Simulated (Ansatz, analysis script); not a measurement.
**Zigzag Cr chain, bond 2.355 Å: E(q) by the generalised Bloch theorem**

Aim: the energy of a zigzag Cr chain, bond 2.355 Å as its moments wind into spirals of wavevector q.

Method: PBEsol, PAW set soft_1 (files made for PBE), in Ansatz 0.2.0.

Report form: the programs' logs are mostly left out.

## (1) Starting point

The cell holds 2 atoms: 2 Cr. Cell: a = 12.000 Å, b = 12.000 Å, c = 2.826 Å, α = 90.0°, β = 90.0°, γ = 90.0°. An idealised lattice of chosen spacing, in vacuum. Vacuum lies along a and b. The structure's axis is c.

## (2) Starting state

A collinear run comes first: it shows whether moments survive, and how large they are.

Contents of input.yaml:

```yaml
crystal:
  lattice:
    - [12.0, 0.0, 0.0]
    - [0.0, 12.0, 0.0]
    - [0.0, 0.0, 2.826]
  atoms:
    - { symbol: Cr, position: [0.4215, 0.5, 0.0], spin: 2.5 }
    - { symbol: Cr, position: [0.5785, 0.5, 0.5], spin: 2.5 }
magnetization:
  spin_polarized: true
kpoints:
  mp_grid: { grid: [1, 1, 8] }
hamiltonian:
  xc: pbesol
  pseudopotentials: { kind: paw, azcp: { folder: soft_1 }, xc_functional: pbe }
scf:
  occupations: { method: fermi_dirac, width: 0.05 }
  max_iter: 120
  convergence: { dr2_threshold: 1.0e-08 }
  lower_state_search: "off"
```

Launch:

```
ansatz run input.yaml --threads 4 --pin off --max-ram 8192MiB --backend cpu --events-out ev --progress --plain --runs-dir out
```

The job ended after 19 s (4 threads of Arm Neoverse V1, shared host; peak memory 0.64 GiB).

Spin moment in the atom's sphere by atom:

```
atom  spin moment in the atom's sphere (μB)
 Cr1                                   2.97
 Cr2                                   2.97
```

Tables count atoms from 1; parts of the log count from 0.

The run ends ferromagnetic, with a net moment of 8.00 μB a cell. Only this order was typed.

## (3) Denser mesh

Levels at the Fermi energy are partly filled, so moments and energy differences can hang on the k-mesh, and the state is solved again on a denser one.

input.yaml, the sections that differ from step 2:

```yaml
crystal:
  lattice:
    - [12.0, 0.0, 0.0]
    - [0.0, 12.0, 0.0]
    - [0.0, 0.0, 2.826]
  atoms:
    - { symbol: Cr, position: [0.4215, 0.5, 0.0], spin: 2.97 }
    - { symbol: Cr, position: [0.5785, 0.5, 0.5], spin: 2.97 }
kpoints:
  mp_grid: { grid: [1, 1, 38] }
basis:
  ecutwfc: 420.0
checkpoint:
  read: start
  write: ck
  compress: false
  write_wavefunctions: false
  write_every: 100000
# magnetization, hamiltonian, scf: as in step 2
```

Run time: 4.3 s. Hardware: 4 threads; peak memory 0.74 GiB; 16 s of CPU time.

Spin moment in the atom's sphere by atom:

```
atom  spin moment in the atom's sphere (μB)
 Cr1                                   2.98
 Cr2                                   2.98
```

The run ends ferromagnetic, with a net moment of 8.00 μB a cell, against 8.00 μB on the first mesh.

Each spiral starts from these moments, tilted 90° from the rotation axis z (a flat spiral), with their directions locked in the turning frame; energies are taken at the locked directions, corrected for the field of the lock. Spin–orbit coupling is switched off, so the energy does not depend on how the axis lies in the crystal. The folder named start holds the saved collinear state, from which each run begins.

The runs on spinors take the mesh 1×1×40.

## (4) q = (0, 0, 0)

The reference is the same input at q = 0, so that basis and exchange-correlation form match those at other q. Every q is chosen so that q/2 is a mesh vector: every spiral then samples the k-points of q = 0, and much mesh noise cancels.

input.yaml, the sections that differ from step 3:

```yaml
crystal:
  lattice:
    - [12.0, 0.0, 0.0]
    - [0.0, 12.0, 0.0]
    - [0.0, 0.0, 2.826]
  atoms:
    - { symbol: Cr, position: [0.4215, 0.5, 0.0], spin: 2.98, spin_axis: [1.0, 0.0, 0.0] }
    - { symbol: Cr, position: [0.5785, 0.5, 0.5], spin: 2.98, spin_axis: [1.0, 0.0, 0.0] }
kpoints:
  mp_grid: { grid: [1, 1, 40] }
magnetization:
  noncollinear: true
  spin_spiral: { q: [0.0, 0.0, 0.0] }
  spin_locking: { lock_directions: true }
checkpoint:
  read: start
# hamiltonian, scf, basis: as in step 3
```

Launch:

```
ansatz run input.yaml --threads 2 --pin off --max-ram 4096MiB --backend cpu --events-out ev --progress --plain --runs-dir out
```

Wall time 27 s (2 threads); peak memory 1.2 GiB.

The largest moment is 2.98 μB, against 2.98 μB in the collinear run.

## (5) q = (0, 0, 0.05)

Only q changes. The cell stays that of the crystal, since the generalised Bloch theorem carries the rotation from cell to cell.

Changes to input.yaml since step 4:

```diff
@@ -22,3 +22,3 @@
   noncollinear: true
-  spin_spiral: { q: [0.0, 0.0, 0.0] }
+  spin_spiral: { q: [0.0, 0.0, 0.05] }
   spin_locking: { lock_directions: true }
```

Elapsed: 72 s, on 2 threads; peak memory 1.2 GiB.

The energy of the cell lies 8.29 meV below that at q = 0, and the largest moment is 2.96 μB against 2.98 μB.

## (6) q = (0, 0, 0.15)

Changes to input.yaml since step 5:

```diff
@@ -22,3 +22,3 @@
   noncollinear: true
-  spin_spiral: { q: [0.0, 0.0, 0.05] }
+  spin_spiral: { q: [0.0, 0.0, 0.15] }
   spin_locking: { lock_directions: true }
```

Run time: 84 s. Hardware: 2 threads; peak memory 1.3 GiB.

The energy of the cell lies 92.1 meV below that at q = 0, and the largest moment is 2.91 μB against 2.98 μB.

## (7) q = (0, 0, 0.55)

Changes to input.yaml since step 6:

```diff
@@ -22,3 +22,3 @@
   noncollinear: true
-  spin_spiral: { q: [0.0, 0.0, 0.15] }
+  spin_spiral: { q: [0.0, 0.0, 0.55] }
   spin_locking: { lock_directions: true }
```

Wall time 82 s (2 threads); peak memory 1.3 GiB.

The energy of the cell lies 1263 meV below that at q = 0, and the largest moment is 3.19 μB against 2.98 μB.

## (8) q = (0, 0, 1)

Changes to input.yaml since step 7:

```diff
@@ -22,3 +22,3 @@
   noncollinear: true
-  spin_spiral: { q: [0.0, 0.0, 0.55] }
+  spin_spiral: { q: [0.0, 0.0, 1.0] }
   spin_locking: { lock_directions: true }
```

The job ended after 77 s (2 threads; peak memory 1.4 GiB).

The energy of the cell lies 1744 meV below that at q = 0, and the largest moment is 3.20 μB against 2.98 μB.

10 more runs differ from these in the same keys alone and are tabled below.

## (9) E(q)

```
q (reciprocal lattice)  path length (1/Å)  E(q) − E(0) (meV a magnetic atom)  |m| Cr no. 1 (μB)  |m| Cr no. 2 (μB)
             (0, 0, 0)              0.000                               0.00               2.98               2.98
          (0, 0, 0.05)              0.111                              -4.15               2.96               2.96
          (0, 0, 0.15)              0.334                             -46.03               2.91               2.91
           (0, 0, 0.2)              0.445                             -84.41               2.92               2.92
           (0, 0, 0.3)              0.667                            -200.87               3.07               3.07
          (0, 0, 0.35)              0.778                            -278.44               3.13               3.13
          (0, 0, 0.45)              1.001                            -456.79               3.15               3.15
           (0, 0, 0.5)              1.112                            -550.01               3.17               3.17
          (0, 0, 0.55)              1.223                            -631.28               3.19               3.19
          (0, 0, 0.65)              1.445                            -745.91               3.19               3.19
           (0, 0, 0.7)              1.556                            -784.84               3.20               3.20
           (0, 0, 0.8)              1.779                            -833.97               3.20               3.20
          (0, 0, 0.85)              1.890                            -849.68               3.21               3.21
          (0, 0, 0.95)              2.112                            -869.66               3.21               3.21
             (0, 0, 1)              2.223                            -872.07               3.20               3.20
```

## (10) Outcome

- lowest point of the path: q = (0, 0, 1), -872 meV a magnetic atom from q = 0
- highest point: 0 meV a magnetic atom

The state at q = (0, 0, 1) lies 872 meV a magnetic atom below the ferromagnetic start, so that start is not the lowest state. The moments change by at most 8 % from their size at q = 0, a modest change. No spin model is given, since this treatment keeps to cells with one magnetic atom. States with other phases between the sublattices can lie lower than any point of this path. The 15 spiral runs took 19 min of wall time, added up. Energies are free energies at a smearing of 0.05 eV, and with partly filled levels differences shift, at times strongly, as the smearing goes to zero. The cell was taken as built, with atoms unrelaxed. In doubt: the program's search for lower states was switched off, so a lower magnetic state than those reached may exist.

[Logs and program files are shortened in this print: banners, set-up blocks, solver, clock and traceback lines can be left out without a mark of their own.]

[Logs are printed without paths, hosts, clocks, repeated set-up lines and the standing remarks that a program may print on its own settings, such as how far it seeks lower states.]

[Hosts, paths, dates, database ids (printed as entryN), source tags and the programs' standing remarks are cut or masked in the printed files.]
